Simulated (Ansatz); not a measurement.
# ZrC (wurtzite): how the settings move a single-point run

Aim: see which settings change the result for ZrC (wurtzite), by how much, and at what cost.

Program: Ansatz 0.2.0. Level of theory: reference: DFT PBE, scalar-relativistic, plane waves, PAW, unless a step's input says otherwise. These are calculated values, not measurements.

2 further runs of the same task are left out: 1 that didn't finish, 1 set aside as unsound or not needed. Runs told in other sessions of the task aren't counted.

## (1) Starting point

Symmetry: P6_3mc, No. 186, hexagonal system. Conventional cell: a = 3.887 Å, b = 3.887 Å, c = 4.718 Å, α = 90.00°, β = 90.00°, γ = 120.00°. Zr (site symmetry 3m) is surrounded by 5 C at 2.24 to 2.41 Å. Around C (site symmetry 3m) lie 5 Zr at 2.24 to 2.41 Å.

Coordinates:

```
CELL_PARAMETERS angstrom
3.88685 0.00000 0.00000
-1.94343 3.36611 0.00000
0.00000 0.00000 4.71809
ATOMIC_POSITIONS crystal
Zr 0.66667 0.33333 0.06816
Zr 0.33333 0.66667 0.56816
C 0.66667 0.33333 0.55704
C 0.33333 0.66667 0.05704
```

## (2) Reference

Contents of input.yaml:

```yaml
crystal:
  lattice:
    - [3.8868520451, 0.0, 0.0]
    - [-1.9434260226, 3.3661126118, 0.0]
    - [0.0, 0.0, 4.7180910788]
  atoms:
    - { symbol: Zr, position: [0.6666666667, 0.3333333333, 0.0681625387] }
    - { symbol: Zr, position: [0.3333333333, 0.6666666667, 0.5681625387] }
    - { symbol: C, position: [0.6666666667, 0.3333333333, 0.5570374613] }
    - { symbol: C, position: [0.3333333333, 0.6666666667, 0.0570374613] }
basis:
  ecutwfc: 420
  ecutrho_ratio: 4
kpoints:
  mp_grid: { grid: [12, 12, 6] }
  band_path:
    path:
      - [[0.0, 0.0, 0.0], [0.5, 0.0, 0.0], [0.33333333, 0.33333333, 0.0], [0.0, 0.0, 0.0], [0.0, 0.0, 0.5], [0.5, 0.0, 0.5], [0.33333333, 0.33333333, 0.5], [0.0, 0.0, 0.5]]
      - [[0.5, 0.0, 0.5], [0.5, 0.0, 0.0]]
      - [[0.33333333, 0.33333333, 0.5], [0.33333333, 0.33333333, 0.0]]
    npoints: 14
hamiltonian:
  xc: pbe
scf:
  occupations: { method: gaussian, width: 0.05 }
  n_extra_bands: 15
output:
  forces: true
  stress: true
  eigenvalues: true
  populations: true
  dos: { projected: true, de: 0.02, nscf_kmesh: { grid: [18, 18, 9] } }
  bader: true
  write_density: true
  write_potential: true
  elf: true
  volumetric_format: npy
```

Started as:

```console
> ansatz run input.yaml --threads 2 --pin off --max-ram 2662MiB --backend cpu --events-out ev --progress --plain --runs-dir out
```

## (3) Variant: xc pbesol, hubbard.sites [{species: Zr, l: d, u_eff: 4.0}], hubbard.double_counting fll

Contents of input.yaml:

```yaml
crystal:
  lattice:
    - [3.886852045095, 2.886747153569e-11, 0.0]
    - [-1.943426022573, 3.36611261179, 0.0]
    - [0.0, 0.0, 4.7180910788]
  atoms:
    - { symbol: Zr, position: [0.6666666666667, 0.3333333333333, 0.0681625387] }
    - { symbol: Zr, position: [0.3333333333333, 0.6666666666667, 0.5681625387] }
    - { symbol: C, position: [0.6666666666667, 0.3333333333333, 0.5570374613] }
    - { symbol: C, position: [0.3333333333333, 0.6666666666667, 0.0570374613] }
basis:
  ecutwfc: 420
  ecutrho_ratio: 4
kpoints:
  mp_grid: { grid: [12, 12, 6] }
hamiltonian:
  xc: pbesol
  hubbard: { sites: [{ species: Zr, l: d, u_eff: 4.0 }], double_counting: fll }
scf:
  occupations: { method: gaussian, width: 0.05 }
output:
  forces: true
  stress: true
```

## (4) Changing settings: ecutwfc 350 eV, xc rpbe, hubbard.sites [{species: Zr, l: d, u_eff: 4.0}], hubbard.double_counting fll

Contents of input.yaml:

```yaml
crystal:
  lattice:
    - [3.886852045095, 2.886747153569e-11, 0.0]
    - [-1.943426022573, 3.36611261179, 0.0]
    - [0.0, 0.0, 4.7180910788]
  atoms:
    - { symbol: Zr, position: [0.6666666666667, 0.3333333333333, 0.0681625387] }
    - { symbol: Zr, position: [0.3333333333333, 0.6666666666667, 0.5681625387] }
    - { symbol: C, position: [0.6666666666667, 0.3333333333333, 0.5570374613] }
    - { symbol: C, position: [0.3333333333333, 0.6666666666667, 0.0570374613] }
basis:
  ecutwfc: "350 eV"
  ecutrho_ratio: 4
kpoints:
  mp_grid: { grid: [12, 12, 6] }
hamiltonian:
  xc: rpbe
  hubbard: { sites: [{ species: Zr, l: d, u_eff: 4.0 }], double_counting: fll }
scf:
  occupations: { method: gaussian, width: 0.05 }
output:
  forces: true
  stress: true
```

## (5) Variant: ecutwfc 40.4 Ry, mp_grid.grid [15, 15, 8], occupations.method tetrahedron_uncorrected, width left out

Contents of input.yaml:

```yaml
crystal:
  lattice:
    - [3.886852045095, 2.886747153569e-11, 0.0]
    - [-1.943426022573, 3.36611261179, 0.0]
    - [0.0, 0.0, 4.7180910788]
  atoms:
    - { symbol: Zr, position: [0.6666666666667, 0.3333333333333, 0.0681625387] }
    - { symbol: Zr, position: [0.3333333333333, 0.6666666666667, 0.5681625387] }
    - { symbol: C, position: [0.6666666666667, 0.3333333333333, 0.5570374613] }
    - { symbol: C, position: [0.3333333333333, 0.6666666666667, 0.0570374613] }
basis:
  ecutwfc: "40.4 Ry"
  ecutrho_ratio: 4
kpoints:
  mp_grid: { grid: [15, 15, 8] }
hamiltonian:
  xc: pbe
scf:
  occupations: { method: tetrahedron_uncorrected }
output:
  forces: true
  stress: true
  write_density: true
  write_potential: true
  elf: true
  volumetric_format: npy
```

## (6) Changing settings: xc_grid 1, dr2_threshold 1.0e-09

Contents of input.yaml:

```yaml
crystal:
  lattice:
    - [3.886852045095, 2.886747153569e-11, 0.0]
    - [-1.943426022573, 3.36611261179, 0.0]
    - [0.0, 0.0, 4.7180910788]
  atoms:
    - { symbol: Zr, position: [0.6666666666667, 0.3333333333333, 0.0681625387] }
    - { symbol: Zr, position: [0.3333333333333, 0.6666666666667, 0.5681625387] }
    - { symbol: C, position: [0.6666666666667, 0.3333333333333, 0.5570374613] }
    - { symbol: C, position: [0.3333333333333, 0.6666666666667, 0.0570374613] }
basis:
  ecutwfc: 420
  ecutrho_ratio: 4
  xc_grid: 1
kpoints:
  mp_grid: { grid: [12, 12, 6] }
hamiltonian:
  xc: pbe
scf:
  occupations: { method: gaussian, width: 0.05 }
  convergence: { dr2_threshold: 1.0e-09 }
output:
  forces: true
  stress: true
  write_density: true
  write_potential: true
  elf: true
  volumetric_format: npy
```

## (7) Changing settings: hubbard.sites [{species: Zr, l: d, u_eff: 5.0}], hubbard.double_counting amf

Contents of input.yaml:

```yaml
crystal:
  lattice:
    - [3.886852045095, 2.886747153569e-11, 0.0]
    - [-1.943426022573, 3.36611261179, 0.0]
    - [0.0, 0.0, 4.7180910788]
  atoms:
    - { symbol: Zr, position: [0.6666666666667, 0.3333333333333, 0.0681625387] }
    - { symbol: Zr, position: [0.3333333333333, 0.6666666666667, 0.5681625387] }
    - { symbol: C, position: [0.6666666666667, 0.3333333333333, 0.5570374613] }
    - { symbol: C, position: [0.3333333333333, 0.6666666666667, 0.0570374613] }
basis:
  ecutwfc: 420
  ecutrho_ratio: 4
kpoints:
  mp_grid: { grid: [12, 12, 6] }
hamiltonian:
  xc: pbe
  hubbard: { sites: [{ species: Zr, l: d, u_eff: 5.0 }], double_counting: amf }
scf:
  occupations: { method: gaussian, width: 0.05 }
output:
  forces: true
  stress: true
```

What does the calculation give? Wanted: for each run, ending; energy change; pressure; gap; force.

As calculated:

```
                                                                                                     run     ending                                                    energy change  pressure (GPa)  gap (eV)  force (eV/Å)  cycles   time
                                                                                               reference  converged                                                                0             0.0      0.00          0.00       6   38 s
              1: xc pbesol, hubbard.sites [{species: Zr, l: d, u_eff: 4.0}], hubbard.double_counting fll  converged                                                   not comparable             0.5      0.00          0.01       8  5.1 s
2: ecutwfc 350 eV, xc rpbe, hubbard.sites [{species: Zr, l: d, u_eff: 4.0}], hubbard.double_counting fll  converged                                                   not comparable             7.8      0.00          0.02       8  4.4 s
3: ecutwfc 40.4 Ry, mp_grid.grid [15, 15, 8], occupations.method tetrahedron_uncorrected, width left out  converged                                              -0.6 meV/atom (σ→0)             0.0      0.00          0.01       7   10 s
                                                                     4: xc_grid 1, dr2_threshold 1.0e-09  converged                                                     0.0 meV/atom             0.0      0.00          0.00       8  5.1 s
                         5: hubbard.sites [{species: Zr, l: d, u_eff: 5.0}], hubbard.double_counting amf  converged  -26.0 meV/atom (Hubbard term changed: no physical gain or loss)             0.2      0.00          0.03       8    5 s
```

Times don't compare one to one where runs were asked for different outputs or read a saved state (see the inputs); cycles may leave out searches for a lower state.

Residual by cycle in the longest SCF loop of each run; runs are numbered as in the table. The quantity is the density residual dr2, in eV.

```
cycle  reference   run 1   run 2    run 3    run 4   run 5
    1     0.0122    15.3    16.6   0.0109   0.0116    10.8
    2    0.00294   0.584   0.633  0.00241  0.00201   0.529
    3     6.3e-5    0.21   0.228   3.0e-4   3.3e-4   0.277
    4     8.0e-6  0.0168   0.022   1.8e-5   1.5e-5  0.0198
    5     6.6e-7  3.4e-4  6.5e-4   1.1e-6   9.4e-7  8.5e-4
    6     5.7e-8  2.4e-5  8.8e-5   1.2e-7   8.8e-8  4.7e-5
    7          -  1.8e-7  5.0e-7   6.8e-9   5.7e-9  4.5e-7
    8          -  6.0e-9  2.6e-8        -  2.7e-10  3.4e-8
```

**Reading.** Run 2 ran under the cutoff that the potentials recommend, as the log warns, so basis error is mixed into its values. A changed U is a change of model: its shifts are not errors of convergence.
